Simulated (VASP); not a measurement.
A run of VASP 6.6.1:

Contents of INCAR:

```
SYSTEM = MnF2
ALGO     = Normal         ! electronic algorithm
EDIFF    = 1E-7           ! SCF threshold, eV
ENCUT    = 520            ! plane-wave cutoff, eV
GGA      = PE             ! functional
ISIF     = 2              ! what is computed and relaxed
ISMEAR   = 0              ! smearing method
ISPIN    = 2              ! spin polarisation
LASPH    = .TRUE.         ! aspherical terms in the spheres
LCHARG   = .TRUE.         ! write CHGCAR
LDAU     = .TRUE.         ! DFT+U
LDAUJ    = 0 0          
LDAUL    = 2 -1           ! shell
LDAUPRINT= 1            
LDAUTYPE = 2            
LDAUU    = 4 0            ! U, eV
LELF     = .TRUE.         ! ELF
LMAXMIX  = 4              ! l up to which the mixer works
LORBIT   = 11             ! projections on sites
LREAL    = .FALSE.        ! projectors in reciprocal space
LVHAR    = .TRUE.       
LWAVE    = .FALSE.        ! write WAVECAR
MAGMOM   = 4 0 0          ! initial moments
NELM     = 100            ! most SCF steps
PREC     = Accurate       ! precision mode
SIGMA    = 0.05           ! smearing width, eV
```

KPOINTS

```
k-points
0
G
  7 7 7
  0 0 0
```

Contents of POSCAR:

```
MnF2
1.0
    1.5868133000      0.9161470900      4.7975342500
   -1.5868133000      0.9161470900      4.7975342500
    0.0000000000     -1.8322941800      4.7975342500
Mn F
1 2
Direct
    0.0000000000      0.0000000000      0.0000000000
    0.2520000000      0.2520000000      0.2520000000
    0.7480000000      0.7480000000      0.7480000000
```

Potentials or basis: VASP PAW PBE potentials, release 64 (Mn_pv, F).

Run with:

```bash
$ cat potpaw_PBE.64/Mn_pv/POTCAR potpaw_PBE.64/F/POTCAR > POTCAR
$ mpirun -np 1 vasp_std > vasp.out
```

Hardware: 1 thread of AMD EPYC 9R45 (Zen 5) (shared host).

Task: How long does it take, and how much memory?

Result: Wall time 89 s on 1 thread of AMD EPYC 9R45 (Zen 5) (shared host), peak memory 0.27 GiB. Counts: scf iterations 16, k points 44.
